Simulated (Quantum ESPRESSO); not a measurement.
# AlN (F-43m): zone-centre phonons

Which modes does AlN (F-43m) have at the zone centre?

Calculated with Quantum ESPRESSO 7.5; DFT PBE, scalar-relativistic, plane waves, GBRV ultrasoft pseudopotentials.

Report form: the programs' logs are mostly left out.

### Step 1. Starting point

The structure is cubic, space group F-43m (No. 216). Conventional cell: a = 4.368 Å, b = 4.368 Å, c = 4.368 Å, α = 90.00°, β = 90.00°, γ = 90.00°. Al has 4 N at 1.89 Å nearest. Nearest to N lie 4 Al at 1.89 Å. Farther neighbours and most contacts between anions are not listed.

### Step 2. A probe with smearing

A cheap run with smearing and empty bands tells whether the crystal has a gap, which decides between fixed occupations and smearing later on.

The input, probe.in:

```
 &control
    calculation='scf',
    prefix='x',
    outdir='./tmp',
    pseudo_dir='./pseudo',
    tprnfor=.true.,
    tstress=.true.,
    verbosity='high',
 /
 &system
    ibrav=2,
    celldm(1)=8.25429937,
    nat=2,
    ntyp=2,
    ecutwfc=55.0,
    ecutrho=440.0,
    occupations='smearing',
    smearing='gaussian',
    degauss=0.01,
 /
 &electrons
    conv_thr=1.0d-07,
    mixing_beta=0.7,
    electron_maxstep=100,
 /
ATOMIC_SPECIES
 Al     26.9815  Al.upf
 N      14.0070  N.upf
ATOMIC_POSITIONS crystal
 Al     0.000000000   0.000000000   0.000000000
 N      0.750000000   0.750000000   0.750000000
K_POINTS automatic
 8 8 8 0 0 0
```

Command:

```console
> OMP_NUM_THREADS=1 mpirun -n 4 pw.x -nk 4 -in probe.in > probe.out
```

The job ended after 2.4 s (4 MPI ranks of Arm Neoverse V1, shared host; 9.1 s of CPU time).

This step gave:

- volume per atom: 10.42 Å³
- pressure: 5.25 GPa
- gap on the k-mesh: 3.312 eV

A gap of 3.3 eV opens on this mesh, so the crystal is taken as an insulator; the start stands at 5.2 GPa.

### Step 3. Relaxing the cell and atoms

The relaxation runs at a cutoff a fifth above that of the response, since stress converges more slowly with the basis than frequencies do. Forces and stress are brought to rest with tight thresholds.

The input, relax.in:

```
 &control
    calculation='vc-relax',
    prefix='x',
    outdir='./tmp',
    pseudo_dir='./pseudo',
    tprnfor=.true.,
    tstress=.true.,
    forc_conv_thr=2.0d-05,
    etot_conv_thr=1.0d-07,
    nstep=40,
 /
 &system
    ibrav=2,
    celldm(1)=8.25429937,
    nat=2,
    ntyp=2,
    ecutwfc=66,
    ecutrho=528.0,
    occupations='fixed',
    nbnd=6,
 /
 &electrons
    conv_thr=1.0d-11,
    mixing_beta=0.7,
    electron_maxstep=100,
 /
 &ions
 /
 &cell
    press_conv_thr=0.2,
 /
ATOMIC_SPECIES
 Al     26.9815  Al.upf
 N      14.0070  N.upf
ATOMIC_POSITIONS crystal
 Al     0.000000000   0.000000000   0.000000000
 N      0.750000000   0.750000000   0.750000000
K_POINTS automatic
 8 8 8 0 0 0
```

Command:

```console
> OMP_NUM_THREADS=1 mpirun -n 4 pw.x -nk 4 -in relax.in > relax.out
```

Elapsed: 10 s, on 4 MPI ranks; 41 s of CPU time.

Step by step:

| step | energy less that of the first step (eV) | largest force (eV/Å) | pressure (GPa) | volume (Å³) |
| --- | --- | --- | --- | --- |
| 1 | 0.0000 | 0.0000 | 5.36 | 20.83 |
| 2 | -0.0091 | 0.0000 | -0.16 | 21.41 |
| 3 | -0.0091 | 0.0000 | -0.01 | 21.39 |
| 4 | -0.0091 | 0.0000 | 0.00 | 21.39 |
| 5 | -0.0092 | 0.0000 | 0.01 | 21.39 |

| conventional cell, symmetrised | before | after | change |
| --- | --- | --- | --- |
| a (Å) | 4.368 | 4.407 | +0.9 % |
| b (Å) | 4.368 | 4.407 | +0.9 % |
| c (Å) | 4.368 | 4.407 | +0.9 % |
| volume (Å³/atom) | 10.42 | 10.70 | +2.7 % |

The relaxed structure:

```
Al N
1.0
    -2.20329    0.00000    2.20329
     0.00000    2.20329    2.20329
    -2.20329    2.20329    0.00000
Al N
1 1
Direct
  0.00000 0.00000 0.00000
  0.75000 0.75000 0.75000
```

The last row of the table of steps is pw.x's closing run on a basis chosen anew for the final cell, so its energy can jump.

This step gave:

- volume per atom: 10.70 Å³
- pressure: 0.007000 GPa
- gap on the k-mesh: 3.299 eV

The volume changes by +2.7 % from the cell with which this run began.

### Step 4. Ground state

Perturbation theory inherits every error of the wavefunctions, so the threshold is set near the limit of the arithmetic. With a gap, occupations are fixed, which also allows the response to an electric field.

The input, scf.in:

```
 &control
    calculation='scf',
    prefix='x',
    outdir='./tmp',
    pseudo_dir='./pseudo',
    tprnfor=.true.,
    tstress=.true.,
 /
 &system
    ibrav=2,
    celldm(1)=8.32721651,
    nat=2,
    ntyp=2,
    ecutwfc=55.0,
    ecutrho=440.0,
    occupations='fixed',
    nbnd=6,
 /
 &electrons
    conv_thr=1.0d-12,
    mixing_beta=0.7,
    electron_maxstep=100,
 /
ATOMIC_SPECIES
 Al     26.9815  Al.upf
 N      14.0070  N.upf
ATOMIC_POSITIONS crystal
 Al     0.000000000   0.000000000   0.000000000
 N      0.750000000   0.750000000   0.750000000
K_POINTS automatic
 8 8 8 0 0 0
```

Command:

```console
> OMP_NUM_THREADS=1 mpirun -n 4 pw.x -nk 4 -in scf.in > scf.out
```

It took 3.1 s on 4 MPI ranks; 12 s of CPU time.

This step gave:

- pressure: -0.1060 GPa
- gap on the k-mesh: 3.298 eV

The cell stands at -0.11 GPa, close enough for phonons.

### Step 5. Zone-centre response

At q = 0 one unit cell holds all displacements; symmetry groups them into irreducible representations that are solved one by one. The response to a field gives ε∞ and the Born charges, which polar modes need.

The input, ph.in:

```
phonons
 &inputph
    prefix='x',
    outdir='./tmp',
    fildyn='g.dyn',
    tr2_ph=1.0d-18,
    epsil=.true.,
 /
0.000000000000 0.000000000000 0.000000000000
```

Command:

```console
> OMP_NUM_THREADS=1 mpirun -n 4 ph.x -nk 4 -in ph.in > ph.out
```

Wall time 20 s (4 MPI ranks); 78 s of CPU time.

Numbers from this step:

```yaml
miss_of_the_charge_sum_rule: 0.004720 e
largest_acoustic_frequency_at_the_zone_centre_before_the_sum_rule: -4.99 cm⁻¹
highest_optical_zone_centre_mode_no_lo_to_term: 635.6 cm⁻¹
lowest_optical_zone_centre_mode: 635.6 cm⁻¹
mean_high_frequency_dielectric_constant: 4.649
largest_born_charge_in_size_third_of_the_trace: 2.558 e
```

Born charge (rows field, columns displacement), before the sum rule (e), principal values of the symmetric part by kind of site:

| atom | atoms with these values | low | middle | high | mean |
| --- | --- | --- | --- | --- | --- |
| Al1 | 1 | 2.55 | 2.55 | 2.55 | 2.55 |
| N2 | 1 | -2.56 | -2.56 | -2.56 | -2.56 |

In full for N2:

```
-2.56  0.00  0.00
 0.00 -2.56  0.00
 0.00  0.00 -2.56
```

High-frequency dielectric tensor:

```
4.65 0.00 0.00
0.00 4.65 0.00
0.00 0.00 4.65
```

The acoustic modes at Γ come out as far as 5.0 cm⁻¹ from zero, where they should vanish, a small numerical error; the Born charges miss their sum rule by 0.0047 e, which is good.

### Step 6. Zone-centre analysis

A rigid shift of the crystal must cost nothing, but grids and finite bases break this; the acoustic sum rule is imposed before the matrix is diagonalised again. With Born charges the intensities follow, and the static dielectric tensor.

The input, dynmat.in:

```
 &input
    fildyn='g.dyn',
    asr='simple',
    fileig='dynmat.eig',
    lperm=.true.,
 /
```

Command:

```console
> dynmat.x -in dynmat.in > dynmat.out
```

It took 0.46 s on 1 thread.

This step gave:

* mean static dielectric constant: 8.683

Unit eigenvectors of the mass-weighted matrix after the sum rule; no LO-TO term. Modes at Γ, with each element's share of the kinetic energy:

| mode | frequency (cm⁻¹) | symmetry | Al % | N % |
| --- | --- | --- | --- | --- |
| 1 | 0.0 | acoustic | 66 | 34 |
| 2 | 0.0 | acoustic | 66 | 34 |
| 3 | 0.0 | acoustic | 66 | 34 |
| 4 | 635.6 | T2 | 34 | 66 |
| 5 | 635.6 | T2 | 34 | 66 |
| 6 | 635.6 | T2 | 34 | 66 |

Displacements in mode 6 (635.6 cm⁻¹), the largest set to 1:
```
Al1  0.00  0.00 -0.52
N2   0.00  0.00  1.00
```

Degenerate modes summed, no LO-TO term. Infrared lines, with heights relative to the strongest:

| position (cm⁻¹) | lines merged | label | IR intensity, relative |
| --- | --- | --- | --- |
| 636 | 3 | T2 | 100 |

Static dielectric tensor (ions relaxed, fixed cell):

```
8.68 0.00 0.00
0.00 8.68 0.00
0.00 0.00 8.68
```

The rule moves no optical mode by more than 0.1 cm⁻¹.

### Step 7. Check by a frozen phonon

The atoms are moved along one mode, by 0.015 Å at most in any Cartesian component, and the restoring forces give its frequency without the response code: a check of the response kernel of this functional.

The input, frozen.in:

```
 &control
    calculation='scf',
    prefix='x',
    outdir='./tmp',
    pseudo_dir='./pseudo',
    tprnfor=.true.,
 /
 &system
    ibrav=2,
    celldm(1)=8.32721651,
    nat=2,
    ntyp=2,
    ecutwfc=55.0,
    ecutrho=440.0,
    occupations='fixed',
    nbnd=6,
 /
 &electrons
    conv_thr=1.0d-11,
    mixing_beta=0.7,
    electron_maxstep=100,
 /
ATOMIC_SPECIES
 Al     26.9815  Al.upf
 N      14.0070  N.upf
ATOMIC_POSITIONS crystal
 Al    -0.001767287  -0.001767287   0.001767287
 N      0.753404006   0.753404006   0.746595994
K_POINTS automatic
 8 8 8 0 0 0
```

Command:

```console
> OMP_NUM_THREADS=1 mpirun -n 4 pw.x -nk 4 -in frozen.in > frozen.out
```

Wall time 5.4 s (4 MPI ranks).

This step gave:

| Property | Result |
| --- | --- |
| gap on the k-mesh | 3.239 eV |
| frequency from the forces | 635.4 cm⁻¹ |
| frequency from linear response | 635.6 cm⁻¹ |

The forces give 635.4 cm⁻¹ against 635.6 cm⁻¹ from linear response after the sum rule.

### Step 8. Modes along a direction of q (1 0 0)

A longitudinal polar mode sets up a macroscopic field that stiffens it; the term hangs on the direction from which q goes to zero.

The input, dynmat.in:

```
 &input
    fildyn='g.dyn',
    asr='simple',
    fileig='dynmat.eig',
    q(1)=1.0,
    q(2)=0.0,
    q(3)=0.0,
 /
```

Command:

```console
> dynmat.x -in dynmat.in > dynmat.out
```

It took 0.45 s on 1 thread.

Numbers from this step:

| Property | Result |
| --- | --- |
| highest mode moved by the LO-TO term | 868.6 cm⁻¹ |

Zone-centre frequencies as printed; negative means imaginary. Modes:

| mode | frequency (cm⁻¹) |
| --- | --- |
| 1 | 0 |
| 2 | 0 |
| 3 | 0 |
| 4 | 635.6 |
| 5 | 635.6 |
| 6 | 868.6 |

The field moves one mode, from 636 to 869 cm⁻¹; the others stay.

### Step 9. What came out

```
space group after relaxation                                           : F-43m
volume per atom                                                        : 10.7 Å³
gap on the k-mesh                                                      : 3.30 eV
highest optical zone-centre mode (no LO-TO term)                       : 635.6 cm⁻¹
highest mode moved by the LO-TO term                                   : 868.6 cm⁻¹
mean high-frequency dielectric constant                                : 4.65
largest Born charge in size (third of the trace)                       : 2.56 e
mean static dielectric constant                                        : 8.68
imaginary optical modes at the zone centre (no q mesh in this session) : none
```

**Reading.** At the PBE level the optical modes of AlN (F-43m) at the zone centre (no LO-TO term) lie at 636 cm⁻¹. Along the directions run, the highest mode that the macroscopic field moves lies at 869 cm⁻¹. Lattice motion raises the mean dielectric constant from 4.649 to 8.683. The Born charge of Al is 2.553 e against a formal charge of +3, somewhat under it. The Lyddane-Sachs-Teller relation holds: (ωLO/ωTO)² is 1.87 and ε₀/ε∞ is 1.87. These are harmonic frequencies at zero temperature: anharmonic shifts and linewidths and thermal expansion are left out. The structure comes from a database and need not be the phase that is stable at ambient conditions.

[Host names and launcher messages were left out of these logs when they were recorded.]

[Logs are printed without paths, hosts, clocks, repeated set-up lines and the standing remarks that a program may print on its own settings, such as how far it seeks lower states.]

[Hosts, paths, dates, database ids (printed as entryN), source tags and the programs' standing remarks are cut or masked in the printed files.]
